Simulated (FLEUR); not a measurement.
# WC: equation of state with SCAN

WC:

```
W C
1.0
     0.00000    2.19268    2.19268
     2.19268    0.00000    2.19268
     2.19268    2.19268    0.00000
W C
1 1
Direct
  0.00000 0.00000 0.00000
  0.50000 0.50000 0.50000
```

Measurements of this composition are mostly on another form, of space group No. 187.

```
Program                  : FLEUR MaX-R8.1 (later development tree)
Task                     : equation of state
Functional               : SCAN
Potentials or basis      : all-electron
Basis                    : FLAPW
Kmax                     : 5.07 1/bohr
k mesh                   : 10 × 10 × 10
Occupations              : fermi-dirac, width 0.05 eV
Spin                     : no spin polarisation
Gmax                     : 15.7 1/bohr
Muffin-tin radii         : W 2.3, C 1.42 bohr
lmax                     : W 9, C 8
lnonsphr                 : W 9, C 8
Local orbitals a species : W 4, C 3
```

```
Equilibrium volume : 10.25 Å³/atom
Bulk modulus       : 390 GPa
```

Energy against volume, from the lowest point:
```tsv
volume (Å³/atom)	energy (meV/atom)
9.910	12.76
10.120	0.00
10.542	7.11
10.964	50.98
11.175	84.27
```

Caveat: the meta-GGA is that of a development version, with a GGA for the radial functions and cores and without core tails. The run has no spin-orbit coupling, so splittings on W are missing.
